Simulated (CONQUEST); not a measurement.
Ge: single point with PBE

Crystal: Ge.

```xyz
4
Lattice="4.0007 0.0000 0.0000 0.0000 4.0007 0.0000 0.0000 0.0000 5.6578" Properties=species:S:1:pos:R:3 pbc="T T T"
Ge    0.0000    2.0003    1.4145
Ge    2.0003    0.0000    4.2434
Ge    0.0000    0.0000    2.8289
Ge    2.0003    2.0003    0.0000
```

| Item | Value |
| --- | --- |
| Program | CONQUEST 1.3 |
| Task | single point |
| Functional | PBE |
| Potentials or basis | PseudoDojo NC PBE, SZP, grid cutoff 120 Ha |
| k mesh | 7 × 7 × 5 |
| Occupations | fermi-dirac, width 0.05 eV |
| Spin | no spin polarisation |
| Solver | diagonalisation |
| SCF tolerance | 1e-06 |

```yaml
Pressure: 8.2 GPa
Band_gap_on_the_k_mesh: 0.33 eV
```

Run time: 29 s on 1 thread of Intel(R) Xeon(R) Platinum 8559C (Emerald Rapids), with other jobs on the host, peak memory 0.59 GiB.

The gap isn't set beside the measured one, since this odd mesh misses points on the zone boundary.

Caveat: the atomic basis is small; an odd mesh through Γ misses points on the zone boundary, where band edges often lie; the basis of atomic orbitals isn't converged, which shifts pressures, moduli and gaps; the real-space grid breaks the cell's symmetry a little.
